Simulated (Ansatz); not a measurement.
Level of theory: DFT r2SCAN, scalar-relativistic, plane waves, PAW (Ansatz 0.2.0).

Structure of HfSi:

```xyz
8
Lattice="6.8628 0.0000 0.0000 0.0000 3.7752 0.0000 0.0000 0.0000 5.2250" Properties=species:S:1:pos:R:3 pbc="T T T"
Hf    1.2052    0.9438    0.6590
Hf    2.2262    2.8314    3.2716
Hf    4.6366    0.9438    1.9535
Hf    5.6576    2.8314    4.5660
Si    0.2942    0.9438    3.3391
Si    3.1373    2.8314    0.7266
Si    3.7256    0.9438    4.4984
Si    6.5687    2.8314    1.8859
```

Cutoff 500 eV; k points 6×10×8 on the computed 8-atom cell (Γ-centred); Gaussian smearing, width 0.10 eV; no spin polarisation.

Levels along Γ–X–S–Y–Γ–Z–U–R–T–Z | X–U | Y–T | S–R, in eV from the Fermi level, sorted by energy at each point. Points in fractions of the primitive reciprocal vectors: Γ (0.000 0.000 0.000), X (0.500 0.000 0.000), S (0.500 0.500 0.000), Y (0.000 0.500 0.000), Z (0.000 0.000 0.500), U (0.500 0.000 0.500), R (0.500 0.500 0.500), T (0.000 0.500 0.500).
```tsv
point	k (1/Å, with 2π)	band 57	band 58	band 59	band 60	band 61	band 62	band 63
Γ	0.000	-0.86	-0.59	-0.33	-0.24	0.36	0.71	0.98
-	0.065	-0.84	-0.69	-0.35	-0.20	0.31	0.83	0.83
-	0.131	-0.82	-0.79	-0.56	0.03	0.18	0.64	0.93
-	0.196	-0.93	-0.75	-0.75	0.00	0.30	0.47	0.77
-	0.262	-1.00	-0.87	-0.75	-0.17	0.30	0.58	0.75
-	0.327	-1.03	-0.88	-0.82	-0.32	0.14	0.50	0.84
-	0.392	-1.02	-0.90	-0.79	-0.46	0.04	0.23	1.00
X	0.458	-0.97	-0.97	-0.63	-0.63	0.07	0.07	1.11
-	0.577	-1.16	-1.16	-0.60	-0.60	0.32	0.32	1.13
-	0.696	-1.47	-1.47	-0.75	-0.75	0.92	0.92	1.31
-	0.814	-1.80	-1.80	-1.02	-1.02	1.28	1.28	1.93
-	0.933	-2.11	-2.11	-1.34	-1.34	1.61	1.61	2.58
-	1.052	-2.29	-2.29	-1.67	-1.67	2.05	2.05	2.98
-	1.171	-2.31	-2.31	-1.97	-1.97	2.58	2.58	3.17
S	1.290	-2.20	-2.20	-2.20	-2.20	3.10	3.10	3.10
-	1.355	-2.21	-2.21	-2.18	-2.18	3.03	3.03	3.07
-	1.421	-2.21	-2.21	-2.14	-2.14	2.89	2.89	2.96
-	1.486	-2.21	-2.21	-2.09	-2.09	2.72	2.72	2.84
-	1.552	-2.21	-2.21	-2.04	-2.04	2.53	2.53	2.75
-	1.617	-2.22	-2.22	-1.99	-1.99	2.37	2.37	2.68
-	1.682	-2.23	-2.23	-1.95	-1.95	2.27	2.27	2.65
Y	1.748	-2.24	-2.24	-1.93	-1.93	2.23	2.23	2.64
-	1.867	-2.57	-2.04	-1.84	-1.79	2.09	2.33	2.53
-	1.986	-2.27	-2.01	-1.61	-1.47	1.69	2.15	2.26
-	2.104	-1.81	-1.79	-1.38	-1.18	0.96	2.05	2.36
-	2.223	-1.49	-1.28	-1.09	-1.08	0.50	1.59	2.01
-	2.342	-1.38	-1.13	-0.76	-0.75	0.44	1.01	1.72
-	2.461	-1.05	-0.78	-0.46	-0.36	0.55	0.59	1.23
Γ	2.580	-0.86	-0.59	-0.33	-0.24	0.36	0.71	0.98
-	2.666	-0.81	-0.57	-0.33	-0.29	0.32	0.66	1.04
-	2.752	-0.67	-0.50	-0.45	-0.32	0.19	0.61	1.00
-	2.838	-0.69	-0.48	-0.42	-0.27	-0.03	0.61	0.79
-	2.924	-1.00	-0.38	-0.35	-0.31	-0.06	0.67	0.70
-	3.009	-1.32	-0.64	-0.35	-0.31	0.26	0.77	0.78
-	3.095	-1.61	-0.98	-0.32	-0.29	0.60	0.88	0.99
Z	3.181	-1.31	-1.31	-0.30	-0.30	0.91	0.91	0.98
-	3.247	-1.32	-1.32	-0.34	-0.34	0.94	0.94	0.94
-	3.312	-1.35	-1.35	-0.43	-0.43	0.83	0.83	1.01
-	3.377	-1.36	-1.36	-0.55	-0.55	0.73	0.73	1.10
-	3.443	-1.36	-1.36	-0.66	-0.66	0.66	0.66	1.19
-	3.508	-1.34	-1.34	-0.76	-0.76	0.61	0.61	1.26
-	3.574	-1.32	-1.32	-0.82	-0.82	0.58	0.58	1.31
U	3.639	-1.31	-1.31	-0.84	-0.84	0.57	0.57	1.33
-	3.758	-1.06	-1.06	-0.96	-0.96	0.56	0.56	1.24
-	3.877	-1.26	-1.26	-0.71	-0.71	0.65	0.65	1.11
-	3.996	-1.59	-1.59	-0.72	-0.72	0.97	0.97	1.06
-	4.114	-1.88	-1.88	-0.97	-0.97	1.18	1.18	1.33
-	4.233	-2.04	-2.04	-1.28	-1.28	1.48	1.48	1.63
-	4.352	-1.99	-1.99	-1.57	-1.57	1.85	1.85	1.89
R	4.471	-1.81	-1.81	-1.81	-1.81	2.03	2.03	2.03
-	4.537	-1.81	-1.81	-1.72	-1.72	1.69	1.69	2.28
-	4.602	-1.72	-1.72	-1.55	-1.55	1.32	1.32	2.24
-	4.667	-1.56	-1.56	-1.34	-1.34	0.95	0.95	1.95
-	4.733	-1.36	-1.36	-1.10	-1.10	0.61	0.61	1.60
-	4.798	-1.15	-1.15	-0.86	-0.86	0.30	0.30	1.27
-	4.864	-0.97	-0.97	-0.66	-0.66	0.06	0.06	1.01
T	4.929	-0.88	-0.88	-0.58	-0.58	-0.04	-0.04	0.91
-	5.048	-1.06	-1.06	-0.57	-0.57	0.16	0.16	1.03
-	5.167	-1.38	-1.38	-0.43	-0.43	0.44	0.44	1.38
-	5.285	-1.67	-1.67	-0.19	-0.19	0.67	0.67	1.51
-	5.404	-1.86	-1.86	0.11	0.11	0.72	0.72	1.25
-	5.523	-1.68	-1.68	0.27	0.27	0.48	0.48	1.40
-	5.642	-1.41	-1.41	-0.13	-0.13	0.72	0.72	1.29
Z	5.761	-1.31	-1.31	-0.30	-0.30	0.91	0.91	0.98
X	5.761	-0.97	-0.97	-0.63	-0.63	0.07	0.07	1.11
-	5.847	-0.95	-0.95	-0.71	-0.71	0.16	0.16	1.04
-	5.933	-0.89	-0.89	-0.85	-0.85	0.36	0.36	0.92
-	6.019	-0.97	-0.97	-0.82	-0.82	0.57	0.57	0.86
-	6.105	-1.05	-1.05	-0.80	-0.80	0.66	0.66	0.91
-	6.191	-1.15	-1.15	-0.81	-0.81	0.60	0.60	1.07
-	6.276	-1.26	-1.26	-0.83	-0.83	0.57	0.57	1.25
U	6.362	-1.31	-1.31	-0.84	-0.84	0.57	0.57	1.33
Y	6.362	-2.24	-2.24	-1.93	-1.93	2.23	2.23	2.64
-	6.448	-2.13	-2.13	-1.91	-1.91	2.12	2.12	2.49
-	6.534	-1.89	-1.89	-1.80	-1.80	1.77	1.77	2.30
-	6.620	-1.76	-1.76	-1.48	-1.48	1.26	1.26	2.22
-	6.706	-1.60	-1.60	-1.09	-1.09	0.72	0.72	2.04
-	6.792	-1.39	-1.39	-0.68	-0.68	0.20	0.20	1.61
-	6.878	-1.12	-1.12	-0.31	-0.31	-0.23	-0.23	1.16
T	6.963	-0.88	-0.88	-0.58	-0.58	-0.04	-0.04	0.91
S	6.963	-2.20	-2.20	-2.20	-2.20	3.10	3.10	3.10
-	7.049	-2.17	-2.17	-2.17	-2.17	3.05	3.05	3.05
-	7.135	-2.10	-2.10	-2.10	-2.10	2.84	2.84	2.84
-	7.221	-2.01	-2.01	-2.01	-2.01	2.56	2.56	2.56
-	7.307	-1.92	-1.92	-1.92	-1.92	2.31	2.31	2.31
-	7.393	-1.86	-1.86	-1.86	-1.86	2.15	2.15	2.15
-	7.479	-1.82	-1.82	-1.82	-1.82	2.06	2.06	2.06
R	7.565	-1.81	-1.81	-1.81	-1.81	2.03	2.03	2.03
```

Spin-orbit coupling is left out, which matters for the bands of heavy elements.

Cost: 1 run of about 12 core-minutes, on Arm Neoverse V1 (shared hosts).